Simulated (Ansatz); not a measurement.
Runs of Ansatz 0.2.0 on Ir. Symmetry: Fm-3m, No. 225, cubic system. The conventional cell has a = 3.831 Å, b = 3.831 Å, c = 3.831 Å, α = 90.00°, β = 90.00°, γ = 90.00°. Ir (site symmetry m-3m) has 12 Ir at 2.71 Å as nearest neighbours. 

```tsv
task	level	potentials or basis	spin	U	smearing	double counting	hubbard projectors	points for each segment of the path	other keys	gap on the mesh (eV)	pressure (GPa)
electrostatic potential	PBEsol+D3(BJ)	Ansatz PAW	non-collinear, ferromagnetic start, SOC	-	fermi-dirac 0.01 eV	-	-	-	hamiltonian.dispersion = d3bj	none	-8.4
electrostatic potential	LDA+D3(BJ)+U	Ansatz PAW	off	Ir d U = 4 eV	cold 0.025 eV	fll	ortho-atomic (the default)	-	-	none	-16.9
density of states	revPBE+U	Ansatz PAW	off	Ir d U = 5.3 eV	fermi-dirac 0.05 eV	fll (the default)	ortho-atomic (the default)	-	-	none	(a)
band structure	BLYP+D3(BJ)-ATM	Ansatz PAW polarizable	off	-	fermi-dirac 0.1 eV	-	-	14	-	none	10.5
```

Alike in all rows: cell as given; k mesh 12 × 12 × 12; cutoff (eV) 420.

Q: Estimate the missing entries.

A: (a) 13.5.

Caveats: the PAW data sets come from PBE, with cores solved anew for the run's functional, which leaves a small shift of forces and pressure; pairwise dispersion overbinds metals, which lowers pressure and volume (some runs); U without spin polarisation on a metal has little footing (some runs); the U is typed as a test and isn't derived for this compound (some runs); the starting moments weren't kept (some runs); the thresholds are loose for stress (some runs); the dispersion damping was fitted for another functional or another form of the correction (some runs).

A k mesh can miss the band edges, and rows without SOC leave out spin-orbit coupling on Ir.

A gap of «none» marks a metal or a gap under the smearing width.

Runs at the PBE level aren't shown here.
